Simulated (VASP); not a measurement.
# BN in VASP: how settings move the PBE single point

Aim: see what changed inputs do to the PBE single point of zincblende BN, under -4.0 % biaxial strain in the (111) plane, free along [111].

The runs shown are made with VASP 6.6.1. PAW datasets, plane waves. The values are computed, spin-unpolarised (in the reference), and not measurements.

## 1. Starting point

The cell comes from an earlier relaxation with r2SCAN in another program, then strained, with the atoms relaxed again. Some of the altered inputs switch spin polarisation on.

It is trigonal, R3m (No. 160); a = 2.450 Å, c = 6.292 Å in the conventional setting, 5.45 Å³ an atom. Around B lie 4 N at 1.51–1.57 Å; around N lie 4 B at 1.51–1.57 Å.

Structure file:

```cif
data_structure
_symmetry_space_group_name_H-M 'P 1'
_symmetry_Int_Tables_number 1
_cell_length_a 2.5299
_cell_length_b 2.5299
_cell_length_c 2.5299
_cell_angle_alpha 57.928
_cell_angle_beta 57.928
_cell_angle_gamma 57.928
_cell_volume 10.91
loop_
_atom_site_label
_atom_site_type_symbol
_atom_site_fract_x
_atom_site_fract_y
_atom_site_fract_z
_atom_site_occupancy
B1 B 0.00044 0.00044 0.00044 1
N1 N 0.24956 0.24956 0.24956 1
```

## 2. Baseline

Contents of INCAR:

```
ENCUT = 520.000000
SIGMA = 0.020000
EDIFF = 1.00e-07
GGA = PE
PREC = Accurate
IBRION = -1
ISIF = 2
ISMEAR = -1
NBANDS = 11
NELM = 120
NSW = 0
LASPH = .TRUE.
LCHARG = .TRUE.
LELF = .TRUE.
LWAVE = .FALSE.
LREAL = .FALSE.
```

Contents of KPOINTS:

```
KPOINTS created by Atomic Simulation Environment
0
Gamma
12 12 12
0 0 0
```

Contents of POSCAR:

```
B  N
 1.0000000000000000
     0.0558742404000000    1.7885066867999999    1.7885066867999999
     1.7885066867999999    0.0558742404000000    1.7885066867999999
     1.7885066867999999    1.7885066867999999    0.0558742404000000
 B   N
   1   1
Cartesian
  0.0016139944794109  0.0016139944794109  0.0016139944794109
  0.9066079090205892  0.9066079090205892  0.9066079090205891
```

A file KPOINTS_OPT adds named points for the levels; it doesn't enter the self-consistent loop.

Potentials: the recommended PBE PAW datasets, 8 valence electrons.

Launch:

```console
mpirun -np 1 vasp_std
```

The closing lines of the self-consistent loop in OSZICAR:

```text
DAV:  11    -0.172806842267E+02   -0.46584E-05   -0.75868E-06  4753   0.235E-02    0.102E-02
DAV:  12    -0.172806843673E+02   -0.14069E-06   -0.11032E-06  4656   0.769E-03    0.153E-03
DAV:  13    -0.172806844075E+02   -0.40192E-07   -0.44200E-08  2391   0.197E-03
   1 F= -.17280684E+02 E0= -.17280684E+02  d E =-.308103E-13
```

Wall time 19 s (1 MPI rank of Intel Xeon Platinum 8488C, shared host); peak memory 0.14 GiB.

Values of the reference: energy (σ→0) -17.2807 eV, pressure 39.79 GPa, gap on the mesh 4.35 eV.

## 3. Variant 1

INCAR, as its differences from that of step 2:

```diff
@@ -12,5 +12,5 @@
 LASPH = .TRUE.
-LCHARG = .TRUE.
-LELF = .TRUE.
+LCHARG = .FALSE.
 LWAVE = .FALSE.
 LREAL = .FALSE.
+ISYM = 0
```

Contents of KPOINTS:

```
KPOINTS created by Atomic Simulation Environment
0
Gamma
4 4 4
0 0 0
```

POSCAR is that of step 2.

Launch:

```console
mpirun -np 1 vasp_std
```

Standard output, without the iteration lines:

```text
POSCAR found type information on POSCAR B N
 POSCAR found :  2 types and       2 ions
 LDA part: xc-table for (Slater+PW92), standard interpolation
 POSCAR, INCAR and KPOINTS ok, starting setup
 FFT: planning ... GRIDC
 FFT: planning ... GRID_SOFT
 FFT: planning ... GRID
 WAVECAR not read
 entering main loop
```

OSZICAR:

```text
N       E                     dE             d eps       ncg     rms          rms(c)
DAV:   1     0.113384554960E+02    0.11338E+02   -0.49630E+03   808   0.724E+02
DAV:   2    -0.178556166184E+02   -0.29194E+02   -0.28257E+02   929   0.170E+02
DAV:   3    -0.183437243974E+02   -0.48811E+00   -0.48759E+00   906   0.189E+01
DAV:   4    -0.183442173307E+02   -0.49293E-03   -0.49293E-03   879   0.675E-01
DAV:   5    -0.183442177521E+02   -0.42146E-06   -0.42147E-06   897   0.190E-02    0.727E+00
DAV:   6    -0.173236508760E+02    0.10206E+01   -0.28917E+00   810   0.103E+01    0.360E+00
DAV:   7    -0.172188142294E+02    0.10484E+00   -0.15847E-01   897   0.320E+00    0.206E+00
DAV:   8    -0.172019868706E+02    0.16827E-01   -0.41063E-02   846   0.151E+00    0.244E-01
DAV:   9    -0.172022304476E+02   -0.24358E-03   -0.95609E-04   834   0.281E-01    0.962E-02
DAV:  10    -0.172023153979E+02   -0.84950E-04   -0.12731E-04   834   0.955E-02    0.165E-02
DAV:  11    -0.172023203013E+02   -0.49034E-05   -0.80678E-06   915   0.243E-02    0.105E-02
DAV:  12    -0.172023204479E+02   -0.14659E-06   -0.11289E-06   846   0.782E-03    0.166E-03
DAV:  13    -0.172023204945E+02   -0.46512E-07   -0.48051E-08   483   0.204E-03
   1 F= -.17202320E+02 E0= -.17202320E+02  d E =-.927650E-14
```

OUTCAR, selected sections:

```text
k-points           NKPTS =     36   k-points in BZ     NKDIM =     36   number of bands    NBANDS=     11

   NELECT =       8.0000    total number of electrons

   dimension x,y,z NGX =    20 NGY =   20 NGZ =   20
   dimension x,y,z NGXF=    40 NGYF=   40 NGZF=   40

  energy-cutoff  :      520.00
  volume of cell :       10.91
      direct lattice vectors                 reciprocal lattice vectors
     0.055874240  1.788506687  1.788506687    -0.293016595  0.284139860  0.284139860
     1.788506687  0.055874240  1.788506687     0.284139860 -0.293016595  0.284139860
     1.788506687  1.788506687  0.055874240     0.284139860  0.284139860 -0.293016595

 k-points in reciprocal lattice and weights: KPOINTS created by Atomic Simulation Env
   0.00000000  0.00000000  0.00000000       0.016
   0.25000000 -0.00000000 -0.00000000       0.031
  -0.00000000  0.25000000 -0.00000000       0.031
  -0.00000000 -0.00000000  0.25000000       0.031
   0.50000000 -0.00000000 -0.00000000       0.016
  -0.00000000  0.50000000 -0.00000000       0.016
  -0.00000000 -0.00000000  0.50000000       0.016
   0.25000000  0.25000000 -0.00000000       0.031
[... 28 more k-points ...]

 E-fermi :   9.1572

 k-point     1 :       0.0000    0.0000    0.0000
  band No.  band energies     occupation
      1     -12.7347      2.00000
      2       8.1967      2.00000
      3       8.5767      2.00000
      4       8.5767      2.00000
      5      16.4357      0.00000
      6      18.0655      0.00000
      7      18.0655      0.00000
      8      20.5104      0.00000
      9      34.6863      0.00000
     10      37.2213      0.00000
     11      37.2213      0.00000

 k-point     2 :       0.2500   -0.0000   -0.0000
  band No.  band energies     occupation
      1     -11.1134      2.00000
      2       2.7932      2.00000
      3       7.0296      2.00000
      4       7.2189      2.00000
      5      18.0301      0.00000
      6      19.2519      0.00000
      7      19.6663      0.00000
      8      23.4104      0.00000
      9      31.7895      0.00000
     10      33.0580      0.00000
     11      33.3278      0.00000

 k-point     3 :      -0.0000    0.2500   -0.0000
  band No.  band energies     occupation
      1     -11.1134      2.00000
      2       2.7932      2.00000
      3       7.0296      2.00000
      4       7.2189      2.00000
      5      18.0301      0.00000
      6      19.2519      0.00000
      7      19.6663      0.00000
      8      23.4104      0.00000
      9      31.7895      0.00000
     10      33.0580      0.00000
     11      33.3278      0.00000

 k-point     4 :      -0.0000   -0.0000    0.2500
  band No.  band energies     occupation
      1     -11.1134      2.00000
      2       2.7932      2.00000
      3       7.0296      2.00000
      4       7.2189      2.00000
      5      18.0301      0.00000
      6      19.2519      0.00000
      7      19.6663      0.00000
      8      23.4104      0.00000
      9      31.7895      0.00000
     10      33.0580      0.00000
     11      33.3278      0.00000

[... the tables of k-points 5 to 36 left out ...]

  Total        2.7650221      2.7650220      2.7650218     -1.1521540     -1.1521540     -1.1521541
  in kB      406.2041286    406.2041220    406.2040903   -169.2607543   -169.2607524   -169.2607592
  external PRESSURE =     406.2041136 kB  Pullay stress =       0.0000000 kB

 POSITION                                       TOTAL-FORCE (eV/Angst)
 -----------------------------------------------------------------------------------
      0.00161      0.00161      0.00161         0.031060      0.031060      0.031060
      0.90661      0.90661      0.90661        -0.031060     -0.031060     -0.031060
 -----------------------------------------------------------------------------------
    total drift:                                0.000001      0.000001      0.000000

  FREE ENERGIE OF THE ION-ELECTRON SYSTEM (eV)
  ---------------------------------------------------
  free  energy   TOTEN  =       -17.2023204945 eV

  energy  without entropy=      -17.2023204945  energy(sigma->0) =      -17.20232049
```

Wall time 4.6 s (1 MPI rank of Intel Xeon Platinum 8488C, shared host); peak memory 0.12 GiB.

Changed: ISYM = 0, mesh 4×4×4. VASP runs to the end. Against the reference the energy moves by +39.2 meV/atom; the pressure goes from 39.8 to 40.6 GPa, the gap on the mesh goes from 4.35 to 4.33 eV. These settings are too coarse to quote the result as the crystal's.

## 4. Variant 2

Contents of INCAR:

```
ENCUT = 520.000000
SIGMA = 0.020000
EDIFF = 1.00e-07
GGA = PE
PREC = Accurate
IBRION = -1
ISIF = 2
ISMEAR = -1
NBANDS = 11
NSW = 0
LASPH = .TRUE.
LCHARG = .FALSE.
LWAVE = .FALSE.
LREAL = .FALSE.
ISPIN = 2
MAGMOM = 2 2
NELM = 57
```

KPOINTS is that of step 2.

POSCAR is that of step 2.

Launch:

```console
mpirun -np 1 vasp_std
```

Standard output, without the iteration lines:

```text
POSCAR found type information on POSCAR B N
 POSCAR found :  2 types and       2 ions
 LDA part: xc-table for (Slater+PW92), standard interpolation
 POSCAR, INCAR and KPOINTS ok, starting setup
 FFT: planning ... GRIDC
 FFT: planning ... GRID_SOFT
 FFT: planning ... GRID
 WAVECAR not read
 entering main loop
```

OSZICAR:

```text
N       E                     dE             d eps       ncg     rms          rms(c)
DAV:   1     0.145202415116E+02    0.14520E+02   -0.51220E+03  8674   0.744E+02
DAV:   2    -0.144034129500E+02   -0.28924E+02   -0.27952E+02  9826   0.171E+02
DAV:   3    -0.148907861794E+02   -0.48737E+00   -0.48676E+00  9820   0.188E+01
DAV:   4    -0.148912777825E+02   -0.49160E-03   -0.49160E-03  8886   0.673E-01
DAV:   5    -0.148912781844E+02   -0.40183E-06   -0.40175E-06  9648   0.188E-02    0.163E+01
DAV:   6    -0.167466823623E+02   -0.18554E+01   -0.33398E+00  8561   0.121E+01    0.738E+00
DAV:   7    -0.172245924243E+02   -0.47791E+00   -0.16280E-01  8961   0.377E+00    0.348E+00
DAV:   8    -0.172813745397E+02   -0.56782E-01   -0.31530E-02  9426   0.155E+00    0.134E+00
DAV:   9    -0.172814139000E+02   -0.39360E-04   -0.11703E-02  9477   0.855E-01    0.355E-01
DAV:  10    -0.172806910360E+02    0.72286E-03   -0.38100E-04  8808   0.218E-01    0.135E-01
DAV:  11    -0.172806693281E+02    0.21708E-04   -0.15958E-04  8956   0.106E-01    0.443E-02
DAV:  12    -0.172806813666E+02   -0.12038E-04   -0.21522E-05  9535   0.381E-02    0.142E-02
DAV:  13    -0.172806836467E+02   -0.22801E-05   -0.34830E-06  9117   0.131E-02    0.748E-03
DAV:  14    -0.172806843611E+02   -0.71438E-06   -0.81213E-07  9290   0.736E-03    0.246E-03
DAV:  15    -0.172806844061E+02   -0.45026E-07   -0.87566E-08  6852   0.243E-03
   1 F= -.17280684E+02 E0= -.17280684E+02  d E =-.309263E-13  mag=    -0.0000
```

Parts of OUTCAR:

```text
k-points           NKPTS =    189   k-points in BZ     NKDIM =    189   number of bands    NBANDS=     11

   NELECT =       8.0000    total number of electrons

   dimension x,y,z NGX =    20 NGY =   20 NGZ =   20
   dimension x,y,z NGXF=    40 NGYF=   40 NGZF=   40

  energy-cutoff  :      520.00
  volume of cell :       10.91
      direct lattice vectors                 reciprocal lattice vectors
     0.055874240  1.788506687  1.788506687    -0.293016595  0.284139860  0.284139860
     1.788506687  0.055874240  1.788506687     0.284139860 -0.293016595  0.284139860
     1.788506687  1.788506687  0.055874240     0.284139860  0.284139860 -0.293016595

 k-points in reciprocal lattice and weights: KPOINTS created by Atomic Simulation Env
   0.00000000  0.00000000  0.00000000       0.001
   0.08333333  0.00000000  0.00000000       0.003
   0.16666667  0.00000000 -0.00000000       0.003
   0.25000000  0.00000000  0.00000000       0.003
   0.33333333 -0.00000000 -0.00000000       0.003
   0.41666667  0.00000000  0.00000000       0.003
   0.50000000  0.00000000  0.00000000       0.002
   0.08333333  0.08333333  0.00000000       0.003
[... 181 more k-points ...]

 E-fermi :   9.0279

 k-point     1 :       0.0000    0.0000    0.0000
  band No.  band energies     occupation
      1     -12.7550      1.00000
      2       8.1624      1.00000
      3       8.5407      1.00000
      4       8.5407      1.00000
      5      16.4270      0.00000
      6      18.0579      0.00000
      7      18.0579      0.00000
      8      20.4840      0.00000
      9      34.6787      0.00000
     10      37.2150      0.00000
     11      37.2150      0.00000

 k-point     2 :       0.0833    0.0000    0.0000
  band No.  band energies     occupation
      1     -12.5707      1.00000
      2       7.5481      1.00000
      3       8.0283      1.00000
      4       8.3220      1.00000
      5      16.7139      0.00000
      6      18.2941      0.00000
      7      18.3644      0.00000
      8      21.0380      0.00000
      9      33.9847      0.00000
     10      34.7545      0.00000
     11      35.0499      0.00000

 k-point     3 :       0.1667    0.0000   -0.0000
  band No.  band energies     occupation
      1     -12.0235      1.00000
      2       5.3845      1.00000
      3       7.5333      1.00000
      4       7.7934      1.00000
      5      17.3713      0.00000
      6      18.7642      0.00000
      7      19.0533      0.00000
      8      22.2624      0.00000
      9      32.4167      0.00000
     10      33.5287      0.00000
     11      33.5977      0.00000

 k-point     4 :       0.2500    0.0000    0.0000
  band No.  band energies     occupation
      1     -11.1348      1.00000
      2       2.7682      1.00000
      3       6.9990      1.00000
      4       7.1870      1.00000
      5      18.0164      0.00000
      6      19.2381      0.00000
      7      19.6556      0.00000
      8      23.3824      0.00000
      9      31.7835      0.00000
     10      33.0488      0.00000
     11      33.3216      0.00000

[... the tables of k-points 5 to 189 left out ...]

  Total        2.7086766      2.7086766      2.7086766     -1.1611369     -1.1611369     -1.1611369
  in kB      397.9265182    397.9265182    397.9265182   -170.5804183   -170.5804183   -170.5804183
  external PRESSURE =     397.9265182 kB  Pullay stress =       0.0000000 kB

 POSITION                                       TOTAL-FORCE (eV/Angst)
 -----------------------------------------------------------------------------------
      0.00161      0.00161      0.00161         0.043046      0.043046      0.043046
      0.90661      0.90661      0.90661        -0.043046     -0.043046     -0.043046
 -----------------------------------------------------------------------------------
    total drift:                               -0.000020     -0.000020     -0.000020

  FREE ENERGIE OF THE ION-ELECTRON SYSTEM (eV)
  ---------------------------------------------------
  free  energy   TOTEN  =       -17.2806844061 eV

  energy  without entropy=      -17.2806844061  energy(sigma->0) =      -17.28068441
```

Run time: 37 s. Hardware: 1 MPI rank of Intel Xeon Platinum 8488C, shared host; peak memory 0.15 GiB.

Changed: ISPIN = 2, MAGMOM = 2 2, NELM = 57. The run ends normally. Against the reference the energy moves by less than 0.1 meV/atom. The run starts with moments and ends with 0.00 μB a cell: no net moment is left.

## 5. Side by side

| run | changed | ending | energy change (meV/atom) | pressure (GPa) | gap on the mesh (eV; negative: overlap) | electronic steps | time | usable |
| --- | --- | --- | --- | --- | --- | --- | --- | --- |
| ref. | – | converged | 0 | 39.8 | 4.35 | 13 | 19 s | yes |
| 1 | ISYM = 0, mesh 4×4×4 | converged | 39.2 | 40.6 | 4.33 | 13 | 4.6 s | no |
| 2 | ISPIN = 2, MAGMOM = 2 2, NELM = 57 | converged | 0.0 | 39.8 | – | 15 | 37 s | yes |

**Reading.** Of 2 altered inputs, 1 ended normally on a faulty or unsound input, 1 gave usable results.
